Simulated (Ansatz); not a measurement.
# CdSe: restoring forces

Aim: deform CdSe (atom 2 (Se) moved by (0.080, 0.000, 0.000) Å) and compute stress, forces and field gradients with LAPW, PAW and all-electron datasets made for the crystal.

Method: DFT PBE, scalar-relativistic, in Ansatz 0.2.0.

1 further run of the same task is left out (set aside as unsound or not needed).

### 1 The starting structure

Symmetry: F-43m, No. 216, cubic system. Conventional cell: a = 6.196 Å, b = 6.196 Å, c = 6.196 Å, α = 90.00°, β = 90.00°, γ = 90.00°. Cd (site symmetry -43m) has 4 Se at 2.68 Å as nearest neighbours. Se (site symmetry -43m) is surrounded by 4 Cd at 2.68 Å.

Structure file:

```xyz
2
Lattice="0.0000 3.0981 3.0981 3.0981 0.0000 3.0981 3.0981 3.0981 0.0000" Properties=species:S:1:pos:R:3 pbc="T T T"
Cd    0.0000    0.0000    0.0000
Se    1.5490    1.5490    1.5490
```

Atoms are numbered in the order of the input: Cd1, Se2.

### 2 After the deformation

Space group F-43m before, Imm2 after.

### 3 All-electron LAPW

input.yaml

```yaml
crystal:
  lattice:
    - [0.0, 3.0980507512, 3.0980507512]
    - [3.0980507512, 0.0, 3.0980507512]
    - [3.0980507512, 3.0980507512, 0.0]
  atoms:
    - { symbol: Cd, position: [0.0, 0.0, 0.0] }
    - { symbol: Se, position: [0.2370886557, 0.2629113443, 0.2629113443] }
kpoints:
  mp_grid: { grid: [10, 10, 10] }
scf:
  occupations: { method: fermi_dirac, width: 0.08 }
hamiltonian:
  xc: pbe
  pseudopotentials: { kind: all_electron, lapw: { basis_error: 0.00025 } }
output:
  forces: true
  stress: true
  eigenvalues: true
```

### 4 PAW with frozen cores

input.yaml, as its differences from that of step 3:

```diff
@@ -14,3 +14,3 @@
   xc: pbe
-  pseudopotentials: { kind: all_electron, lapw: { basis_error: 0.00025 } }
+  pseudopotentials: { kind: paw }
 output:
@@ -19 +19,2 @@
   eigenvalues: true
+  efg: { contact_densities: true }
```

### 5 All-electron PAW on datasets made for the crystal

input.yaml, as its differences from that of step 4:

```diff
@@ -14,3 +14,3 @@
   xc: pbe
-  pseudopotentials: { kind: paw }
+  pseudopotentials: { kind: all_electron, datasets: crystal }
 output:
```

(Steps that only read results are left out.)

Before running it: what results should come out? Wanted: pressure; largest shear or deviatoric stress; force on Se2 along the move.

**Answer**, as computed:

| quantity | value |
| --- | --- |
| pressure | LAPW 0.12, PAW 0.11, crystal datasets 0.12 GPa |
| largest shear or deviatoric stress (LAPW) | 1.07 GPa |
| force on Se2 along the move | -0.325 eV/Å |

What this shows: The force on Se2 points against the move, a stiffness of 4.07 eV/Å² with all periodic images moving together. No run of the undeformed cell stands beside it, so the pressure holds what the given cell had before the change. PAW: stress within 0.01 GPa of LAPW, forces within 1 meV/Å. Crystal datasets: stress within 0.01 GPa of LAPW, forces within 1 meV/Å.
